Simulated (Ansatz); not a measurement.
# WS2: the cost of one run

Program: Ansatz 0.2.0. Level of theory: DFT PBEsol, scalar-relativistic, plane waves, PAW. These are calculated values, not measurements.

3 further runs of the same task are left out: 1 that didn't finish, 2 set aside as unsound or not needed.

## 1. The structure to begin with

The structure is hexagonal, space group P-6m2 (No. 187). The conventional cell has a = 3.146 Å, b = 3.146 Å, c = 16.953 Å, α = 90.00°, β = 90.00°, γ = 120.00°. Around W (site symmetry -6m2) lie 6 S at 2.40 Å. S (site symmetry 3m) has 3 W at 2.40 Å as nearest neighbours.

Structure file:

```
CELL_PARAMETERS angstrom
3.14578 0.00000 0.00000
-1.57289 2.72432 0.00000
0.00000 0.00000 16.95342
ATOMIC_POSITIONS crystal
W 0.33333 0.66667 0.00000
S 0.66667 0.33333 0.90758
S 0.66667 0.33333 0.09242
```

It goes back to an entry of the Materials Project, which need not be the stable form.

It is the result of an earlier relaxation at this level (volume 48.43 Å³/atom; gap on the mesh: 1.94 eV).

The unstrained cell comes from an earlier run at this level (3 atoms, E(σ→0) -12029.0546 eV, gap 1.94 eV over the zone).

## 2. Strain -1.5 %

input.yaml reads:

```yaml
crystal:
  lattice:
    - [3.098589577, 0.0, 0.0]
    - [-1.5492947885, 2.6834572896, 0.0]
    - [0.0, 0.0, 17.106001808]
  atoms:
    - { symbol: W, position: [0.3333333333, 0.6666666667, 0.0] }
    - { symbol: S, position: [0.6666666667, 0.3333333333, 0.9075761485] }
    - { symbol: S, position: [0.6666666667, 0.3333333333, 0.0924238515] }
basis:
  ecutwfc: 420
kpoints:
  mp_grid: { grid: [12, 12, 2] }
hamiltonian:
  xc: pbesol
scf:
  occupations: { method: gaussian, width: 0.02 }
output:
  forces: true
  stress: true
  eigenvalues: true
relax:
  adjacent_minimum: "off"
  f_tol: 0.008
  max_steps: 40
  cell: { stress_tol: 0.015, fix: [a, b, gamma] }
```

Run with:

```console
$ ansatz run input.yaml --threads 1 --pin off --max-ram 2560MiB --backend cpu --events-out ev --progress --plain --runs-dir out
```

Q: Estimate wall time and peak memory on 1 thread of Intel Xeon Platinum 8488C (Sapphire Rapids), shared host.

About 36 s, with a peak of 0.47 GiB.
